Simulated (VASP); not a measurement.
A run of VASP 6.6.1:

Contents of INCAR:

```
ALGO = Normal
EDIFF = 1E-7
EDIFFG = -0.002
ENCUT = 520
GGA = PS
IBRION = 2
ISIF = 3
ISMEAR = 0
IVDW = 13
LASPH = True
LCHARG = False
LREAL = False
LWAVE = False
NELM = 60
NSW = 80
PREC = Accurate
PSTRESS = 74.0
SIGMA = 0.02
```

Contents of KPOINTS:

```
k-points
0
Gamma
  12 12 12
```

File POSCAR:

```
P
1.0
    1.7257251800      0.9963479000      3.1296800100
   -1.7257251800      0.9963479000      3.1296800100
    0.0000000000     -1.9926957900      3.1296800100
P
2
Direct
    0.2270802500      0.2270802500      0.2270802500
    0.7729197500      0.7729197500      0.7729197500
```

Potentials or basis: VASP PAW PBE potentials, release 64 (P).

Command:

```console
$ cat potpaw_PBE.64/P/POTCAR > POTCAR
$ mpirun -np 1 vasp_std > vasp.out
```

Hardware: 1 thread of Intel(R) Xeon(R) 6975P-C (Granite Rapids), with other jobs on the host.

Task: How long does it take, and how much memory?

Result: Wall time 3.5 min on 1 thread of Intel(R) Xeon(R) 6975P-C (Granite Rapids), with other jobs on the host, peak memory 0.19 GiB. Counts: scf iterations 109, k points 189, ion steps 17.
